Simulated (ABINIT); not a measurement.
An input for ABINIT 10.8.3 (LiH (Fm-3m)):

```
acell 3*1.0 Angstrom
rprim 
  0.000000000000 2.036750000000 2.036750000000
  2.036750000000 -0.000000000000 2.036750000000
  2.036750000000 2.036750000000 -0.000000000000
ntypat 2
znucl 3 1
natom 2
typat 1 2
xred 
  0.000000000000 0.000000000000 0.000000000000
  0.500000000000 0.500000000000 0.500000000000
pp_dirpath "pseudos"
pseudos "Li.upf, H.upf"
ecut 33
ngkpt 6 6 6
nshiftk 1
shiftk 0 0 0
kptopt 1
chksymbreak 0
istwfk *1
occopt 1
irdwfk 1
optdriver 4
nband 46
gwcalctyp 10
ecutsigx 33
symsigma 1
nkptgw 16
kptgw 
  0.0000000000 0.0000000000 0.0000000000
  0.1666666667 0.0000000000 0.0000000000
  0.3333333333 0.0000000000 0.0000000000
  0.5000000000 0.0000000000 0.0000000000
  0.1666666667 0.1666666667 0.0000000000
  0.3333333333 0.1666666667 0.0000000000
  0.5000000000 0.1666666667 0.0000000000
  -0.3333333333 0.1666666667 0.0000000000
  -0.1666666667 0.1666666667 0.0000000000
  0.3333333333 0.3333333333 0.0000000000
  0.5000000000 0.3333333333 0.0000000000
  -0.3333333333 0.3333333333 0.0000000000
  0.5000000000 0.5000000000 0.0000000000
  0.5000000000 0.3333333333 0.1666666667
  -0.3333333333 0.3333333333 0.1666666667
  -0.3333333333 0.5000000000 0.1666666667
bdgw 
  1 6
  1 6
  1 6
  1 6
  1 6
  1 6
  1 6
  1 6
  1 6
  1 6
  1 6
  1 6
  1 6
  1 6
  1 6
  1 6
ecuteps 4.8
irdscr 1
ppmodel 1
irdqps 1
indata_prefix "in"
outdata_prefix "out"
tmpdata_prefix "tmp"
```

The database entry behind the starting cell differs from later determinations by our own check (the deuteride, about 0.2 % short), so it need not match the best structure at ambient conditions.

```sh
OMP_NUM_THREADS=1 mpirun -n 4 abinit run.abi > log
```

Question: Estimate wall time and host memory on 4 MPI ranks of Arm Neoverse V2, shared host.

It took 18 s; on shared hardware allow 9.2 s to 37 s. Peak host memory was 0.55 GiB.

[Paths, hosts, dates, memory and timing lines, banners, echoed tables and standing remarks are left out of the program output.]

[Logs are printed without paths, hosts, clocks, repeated set-up lines and the standing remarks that a program may print on its own settings, such as how far it seeks lower states.]

[Runs of the session that timed out or met a known fault of the program may be left out.]

[No measured gap is set beside runs whose start may be inverted or whose files or cutoffs have a known fault.]

[Hosts, paths, dates, database ids (printed as entryN), source tags and the programs' standing remarks are cut or masked in the printed files.]

[G0W0 gaps are taken among the corrected bands and points alone; a level outside them can change the order at an edge.]

[Where Ansatz stands beside ABINIT at settings called matched, ABINIT's density can come from a denser mesh and the files from another edition; pairs whose starting gaps differed by over 0.03 eV were left out, so agreement reads better than it is.]
